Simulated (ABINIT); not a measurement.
Crystal: MgSi.

```
CELL_PARAMETERS angstrom
2.90839 0.00000 0.00000
0.00000 2.90839 0.00000
0.00000 0.00000 4.10343
ATOMIC_POSITIONS crystal
Si 0.50000 0.50000 0.50000
Mg 0.00000 0.00000 0.00000
```

The cell comes from a database or a generator and needn't be the stable form of this composition.

| Property | Result |
| --- | --- |
| Program | ABINIT 10.8.3 (patched build) |
| Task | relaxation of cell and atoms |
| Functional | PBEsol |
| Potentials or basis | PseudoDojo NC SR PBEsol v0.4 stringent |
| Cutoff | 1143 eV |
| k mesh | 7 × 7 × 5 |
| Occupations | fermi-dirac, width 0.05 eV |
| Spin | no spin polarisation |

At the start: pressure -2.1 GPa; volume 17.35 Å³/atom.

Where does the relaxation end?

Over 7 steps the energy falls by 6.9 meV/atom and the volume is 16.73 Å³/atom (-3.6 %); space group P4/mmm (No. 123, to 0.05 Å).

The path:
| step | energy change (eV) | largest force (eV/Å) | pressure (GPa) | volume (Å³) |
| --- | --- | --- | --- | --- |
| 1 | 0.0000 | 0.0000 | -2.12 | 34.71 |
| 2 | -0.0042 | 0.0000 | -1.79 | 34.48 |
| 3 | -0.0130 | 0.0000 | 0.62 | 33.15 |
| 4 | -0.0138 | 0.0000 | -0.03 | 33.47 |
| 5 | -0.0138 | 0.0000 | 0.02 | 33.45 |
| 6 | -0.0138 | 0.0000 | 0.02 | 33.45 |
| 7 | -0.0138 | 0.0000 | 0.00 | 33.45 |

Final structure:
```yaml
crystal:
  lattice:
    - [2.85392, 0.00000, 0.00000]
    - [0.00000, 2.85392, 0.00000]
    - [0.00000, 0.00000, 4.10736]
  atoms:
    - { symbol: Si, position: [0.50000, 0.50000, 0.50000] }
    - { symbol: Mg, position: [0.00000, 0.00000, 0.00000] }
```
